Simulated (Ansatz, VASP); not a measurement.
## One calculation of AlN, two programs

```
CELL_PARAMETERS angstrom
-0.85444 1.70889 1.70889
1.70889 -0.85444 1.70889
1.70889 1.70889 -0.85444
ATOMIC_POSITIONS crystal
Al 0.50000 0.50000 0.50000
N 0.00000 0.00000 0.00000
```

Alike in both runs: task single point; functional PBE; k mesh 10 × 10 × 10; occupations gaussian, width 0.05 eV; no spin polarisation.

```csv
,VASP,Ansatz
version,VASP 6.6.1,Ansatz 0.2.0
potentials or method,"VASP PAW PBE potentials, release 64 (Al, N)","scalar-relativistic, plane waves, PAW"
plane-wave cutoff (eV),520,420
valence electrons in the cell,8,8
```

```tsv
	VASP	Ansatz	Ansatz less VASP
gap on the k mesh at the Fermi level (eV)	none	none	-
pressure (GPa)	12.3	12.4	+0.12
```

A gap of «none» marks a metal or a gap that the smearing closes.
